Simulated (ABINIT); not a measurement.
# HfO2 (Fm-3m) in ABINIT: further runs, part 2 of 2

ABINIT 10.8.3 (patched build). The steps go on from the part before.

## Step 4: Single point, WC

run.abi reads:

```
pp_dirpath "./"
pseudos "Hf.GGA_PBE-JTH.xml, O.GGA_PBE-JTH.xml"

acell 6.8348581746 6.8348581746 6.8348581746
rprim
     0.0000000000     0.7071067812     0.7071067812
     0.7071067812     0.0000000000     0.7071067812
     0.7071067812     0.7071067812     0.0000000000
ntypat 2
znucl 72 8
natom 3
typat 1 2 2
xred
     0.0000000000     0.0000000000     0.0000000000
     0.7500000000     0.7500000000     0.7500000000
     0.2500000000     0.2500000000     0.2500000000

ecut 28.0
pawecutdg 50.0
pawxcdev 0

kptopt 1
ngkpt 9 9 9
nshiftk 1
shiftk 0.0 0.0 0.0

ixc 23

nband 16
occopt 3
tsmear 0.00183747

nstep 100
tolvrs 1.0e-9

iomode 3
prtwf 0
prtden 0
prteig 0
prtebands 0
enunit 1
```

Potentials or basis: JTH PAW PBE v2.0.

Started as:

```console
$ abinit run.abi > log 2>&1
```

run.abo:

```text
.Version 10.8.3 of ABINIT
 Symmetries : space group Fm -3 m (#225); Bravais cF (face-center cubic)
================================================================================
 Values of the parameters that define the memory need of the present run
     intxc =       0    ionmov =       0      iscf =      17    lmnmax =      18
     lnmax =       6     mgfft =      36  mpssoang =       3    mqgrid =    3001
     natom =       3  nloc_mem =       2    nspden =       1   nspinor =       1
    nsppol =       1      nsym =      48    n1xccc =       1    ntypat =       2
    occopt =       3   xclevel =       2
       mpw =        1609          nfft =       46656          nkpt =          35
 PAW method is used; the additional fine FFT grid is defined by:
   mgfftf=        45    nfftf =     91125
================================================================================
================================================================================

--------------------------------------------------------------------------------
------------- Echo of variables that govern the present computation ------------
--------------------------------------------------------------------------------
 -outvars: echo values of preprocessed input variables --------
            acell      6.8348581746E+00  6.8348581746E+00  6.8348581746E+00 Bohr
              amu      1.78490000E+02  1.59994000E+01
             ecut      2.80000000E+01 Hartree
           enunit           1
              ixc          23
         kptrlatt        9    0    0      0    9    0      0    0    9
          kptrlen      6.15137236E+01
            natom           3
            nband          16
            ngfft          36      36      36
          ngfftdg          45      45      45
             nkpt          35
            nstep         100
             nsym          48
           ntypat           2
           occopt           3
        pawecutdg      5.00000000E+01 Hartree
         pawxcdev           0
           prtden           0
        prtebands           0
           prteig           0
            prtwf           0
            rprim      0.0000000000E+00  7.0710678120E-01  7.0710678120E-01
                       7.0710678120E-01  0.0000000000E+00  7.0710678120E-01
[... 180 lines left out ...]
              =  3.616851183299  3.616851183299  3.616851183299 angstroms
 Fermi (or HOMO) energy (eV) =   2.08164   Average Vxc (eV)= -12.00220
 Eigenvalues (   eV  ) for nkpt=  35  k points:
 kpt#   1, nband= 16, wtk=  0.00137, kpt=  0.0000  0.0000  0.0000 (reduced coord)
 -61.46804  -29.93407  -29.93407  -29.93407  -18.71418  -15.77033   -5.43734   -5.43734
  -5.43734   -0.81954   -0.81954   -0.81954    3.51964    3.51964    5.20846    9.87440
 prteigrs : prtvol=0 or 1, do not print more k-points.

--- !EnergyTerms
iteration_state     : {dtset: 1, }
comment             : Components of total free energy in Hartree
kinetic             :  2.04303676357550E+01
hartree             :  1.33755286694963E+01
xc                  : -1.48942436416287E+01
Ewald energy        : -6.72333631145653E+01
psp_core            :  1.08440380756537E+01
local_psp           : -2.74851011489262E+01
PAW spherical_terms : -1.76344130781980E+01
internal            : -8.25971866024131E+01
'-kT*entropy'       :  7.46760124645390E-16
total_energy        : -8.25971866024131E+01
total_energy_eV     : -2.24758394746963E+03
...

--- !EnergyTermsDC
iteration_state     : {dtset: 1, }
comment             : '"Double-counting" decomposition of free energy'
band_energy         : -1.50228357332420E+01
Ewald energy        : -6.72333631145653E+01
psp_core            :  1.08440380756537E+01
xc_dc               : -1.66053394591447E+01
PAW spherical_terms :  5.42032144027477E+00
internal            : -8.25971787910236E+01
'-kT*entropy'       :  7.46760124645390E-16
total_energy_dc     : -8.25971787910236E+01
total_energy_dc_eV  : -2.24758373491089E+03
...

--- !EnergyTermsWithPAWCore
iteration_state     : {dtset: 1, }
comment             : 'Components of total free energy, including PAW core contributions'
Total energy        : -1.52279241476553E+04
Total energy DC     : -1.52279241398440E+04
Total energy (eV)   : -4.14372925706350E+05
Total energy DC (eV): -4.14372925493792E+05
...

 Cartesian components of stress tensor (hartree/bohr^3)
  sigma(1 1)=  4.44361772E-04  sigma(3 2)=  0.00000000E+00
  sigma(2 2)=  4.44361772E-04  sigma(3 1)=  0.00000000E+00
  sigma(3 3)=  4.44361772E-04  sigma(2 1)=  0.00000000E+00

-Cartesian components of stress tensor (GPa)         [Pressure= -1.3074E+01 GPa]
- sigma(1 1)=  1.30735747E+01  sigma(3 2)=  0.00000000E+00
- sigma(2 2)=  1.30735747E+01  sigma(3 1)=  0.00000000E+00
- sigma(3 3)=  1.30735747E+01  sigma(2 1)=  0.00000000E+00

== END DATASET(S) ==============================================================
================================================================================

 -outvars: echo values of variables after computation  --------
            acell      6.8348581746E+00  6.8348581746E+00  6.8348581746E+00 Bohr
           etotal     -8.2597178791E+01
            fcart     -3.6272159323E-32  3.6272159323E-32 -3.6272159323E-32
                      -3.6272159323E-32  3.6272159323E-32 -3.6272159323E-32
                       7.2544318646E-32 -7.2544318646E-32  7.2544318646E-32
            rprim      0.0000000000E+00  7.0710678120E-01  7.0710678120E-01
                       7.0710678120E-01  0.0000000000E+00  7.0710678120E-01
                       7.0710678120E-01  7.0710678120E-01  0.0000000000E+00
           strten      4.4436177242E-04  4.4436177242E-04  4.4436177242E-04
                       0.0000000000E+00  0.0000000000E+00  0.0000000000E+00
           xangst      0.0000000000E+00  0.0000000000E+00  0.0000000000E+00
                       3.8362499975E+00  3.8362499975E+00  3.8362499975E+00
                       1.2787499992E+00  1.2787499992E+00  1.2787499992E+00
             xred      0.0000000000E+00  0.0000000000E+00  0.0000000000E+00
                       7.5000000000E-01  7.5000000000E-01  7.5000000000E-01
                       2.5000000000E-01  2.5000000000E-01  2.5000000000E-01
 Calculation completed.
```

Wall time 33 s (1 thread of Intel Xeon 6975P-C (Granite Rapids), shared host); peak memory 0.15 GiB.

What came out:

| Property | Result |
| --- | --- |
| Free energy | -2247.5837 eV |
| Pressure | -13.1 GPa |
| Band gap on the k mesh | 3.72 eV, indirect (least direct gap 3.83 eV) |
| Valence electrons inside the program's atomic spheres | Hf 9.37; O 4.59 |

Levels at points of the mesh, in eV from the valence-band top:
```tsv
k point	band 10	band 11	band 12	band 13	band 14	band 15
(0.00, 0.00, 0.00)	-0.55	-0.55	-0.55	3.79	3.79	5.48
```

Caveat: the PAW data sets were made with another functional, which shifts forces and pressure a little; spin-orbit coupling is left out, which moves the levels of the heavy elements; an odd mesh through Γ misses points on the zone boundary, where band edges often lie.

## Step 5: The runs side by side

| level | gap on the mesh (eV) | pressure (GPa) |
| --- | --- | --- |
| revPBE | 3.93 | -2.4 |
| PW91 | 3.83 | -6.8 |
| WC | 3.72 | -13.1 |

Alike in all rows: task single point; potentials or basis JTH PAW PBE v2.0; no spin polarisation; cell as given; k mesh 9 × 9 × 9; cutoff (eV) 762; smearing fermi-dirac 0.05 eV.

On the cell as given the gap runs from 3.72 eV (WC) to 3.93 eV (revPBE). The pressure there spans -13.1 GPa (WC) to -2.4 GPa (revPBE); a positive pressure means that this level wants a larger cell, a negative one a smaller.

Caveats: the PAW data sets were made with another functional, which shifts forces and pressure a little; spin-orbit coupling is left out, which moves the levels of the heavy elements; an odd mesh through Γ misses points on the zone boundary, where band edges often lie.

Absolute energies hang on the potentials; compare differences alone.
